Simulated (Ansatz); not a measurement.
## SiC at 11 GPa: from Born charge to LO–TO splitting and polaron coupling

Level of theory: Ansatz 0.2.0, DFT PBEsol, scalar-relativistic, plane waves, PAW. Cutoff 420 eV, 12×12×12 k-points (Γ-centred), fixed occupations. No spin polarisation. Phonons by linear response, acoustic sum rule imposed.

The cell, relaxed at 11 GPa:
```xyz
2
Lattice="0.0000 2.1457 2.1457 2.1457 0.0000 2.1457 2.1457 2.1457 0.0000" Properties=species:S:1:pos:R:3 pbc="T T T"
Si    0.0000    0.0000    0.0000
C     3.2185    3.2185    3.2185
```

Linear response gives ν_TO = 828.1 cm⁻¹, Born charges ±2.751 e (positive on Si) and ε∞ = 6.944. The primitive cell holds 19.756 Å³, and the masses are 28.085 and 12.011 amu.

Question: Find ν_LO and the static dielectric constant.

Answer: The long-wave field adds a restoring force: ω_LO² − ω_TO² = Z*²e²/(ε_vac ε∞ μV). In these units ν_LO² − ν_TO² = 4.92064×10⁷ Z*²/(μ V ε∞) cm⁻², with μ = m₁m₂/(m₁ + m₂) = 8.413 amu: 322678 cm⁻². So ν_LO = √(828.1² + 322678) = 1004.2 cm⁻¹, and the run gives 1004.2. Lyddane–Sachs–Teller then gives ε0 = ε∞ (ν_LO/ν_TO)² = 10.21, against 10.21 in the run (it forms both from the same three quantities, so the match checks the arithmetic only). Between ν_TO and ν_LO the dielectric function is negative and an undamped crystal reflects fully: a reststrahlen band from 10.0 to 12.1 μm.

Question: What do the Clausius–Mossotti polarisability and the Szigeti charge come to?

Answer: With the Lorentz local field, α = (3V/4π)(ε∞ − 1)/(ε∞ + 2) = 3.13 Å³ for the pair, and e_S = 3Z*/(ε∞ + 2) = 0.92 e. The Born charge includes the electrons' response to the dipole's own local field, and e_S takes that enhancement out. The Lorentz field assumes point-like polarisable ions, a poor picture once ε∞ is this large, since the electron clouds then overlap or are shared, so both numbers are formal here.

Question: How strongly does a slow electron couple to the LO mode?

Answer: For one isotropic parabolic band, Fröhlich's constant is α_F = (1/ε∞ − 1/ε0) √(m* Ry/ħω_LO), with Ry = 13.606 eV, ħω_LO = 124.5 meV and m* in free-electron masses: α_F = 0.0461 × 10.45 × √m* = 0.48 √m*. The band mass isn't part of this run; for m* = 0.1, 0.3 and 1 it gives 0.15, 0.26, 0.48. In weak coupling the polaron lies α_F ħω_LO below the band edge (33 meV at m* = 0.3) with a mass m*(1 + α_F/6); past α_F of about 5 or 6 that expansion fails. A semilocal functional's ε∞ tends to be too large, which taken alone lowers α_F.

Cost: 1 run of about 0.46 core-minutes, on AMD EPYC 7R43 (Zen 3) (shared hosts).

The LO–TO splitting marks SiC as a polar covalent crystal. Carbon's greater electronegativity polarises the sp³ bonds, and displacing the sublattices shifts bonding charge between them. The Born charge of 2.751 e measures this dynamic response, not a static ionic charge. Stiff, short bonds and the light carbon atom put both optical modes at high frequency. The stiffness, not the light mass, also limits what the lattice adds to the static screening: ε∞ = 6.944 rises to 10.21, and electrons still provide most of the static response.

The Fröhlich coupling is weak for all three trial masses, since the ionic part of the screening is small and the LO quantum large. This suggests large, mobile polarons rather than self-trapped carriers, as far as the long-range polar interaction goes. In cubic SiC, however, the conduction minima lie at X and are anisotropic, so a single isotropic mass gives only a rough scale for electrons. With only one pressure computed, the effect of compression on the splitting or the coupling remains open.
